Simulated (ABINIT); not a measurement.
A run of ABINIT 10.8.3 (patched build):

Contents of run.abi:

```
# Pseudopotentials
pp_dirpath "./"
pseudos "Hf.GGA_PBE-JTH.xml, N.GGA_PBE-JTH.xml"

# Structure
acell 3.1904657967 3.1904657967 3.1904657967 Angstrom
rprim
     0.0000000000     0.7071067812     0.7071067812
     0.7071067812     0.0000000000     0.7071067812
     0.7071067812     0.7071067812     0.0000000000
ntypat 2
znucl 72 7
natom 2
typat 1 2
xcart
     0.0000000000     0.0000000000     0.0000000000
     2.2560000000     2.2560000000     2.2560000000 Angstrom

# Plane-wave basis
ecut 843.552974 eV
pawecutdg 53.0

# k points
kptopt 1
ngkpt 8 8 8
nshiftk 1
shiftk 0.0 0.0 0.0

# Exchange and correlation
ixc -497498
usekden 1
pawxcdev 0

# Bands and occupations
nband 13
occopt 3
tsmear 0.00183747

# SCF cycle
nstep 100
tolvrs 1.0e-7

# Output
iomode 3
prtwf 0
prteig 0
prtebands 0
prtden 1
prtvha 1
prtvclmb 1
prtpot 1
```

Potentials or basis: JTH PAW PBE v2.0.

Launch:

```bash
$ abinit run.abi > log 2>&1
```

Hardware: 1 thread of Arm Neoverse V1, on a shared host.

Question: Estimate the wall time of this run.

Answer: Run time: 80 s on 1 thread of Arm Neoverse V1, on a shared host, peak memory 0.14 GiB. Counts: scf iterations 14, mpi ranks 1, k points 29, bands 13, plane waves 1303.
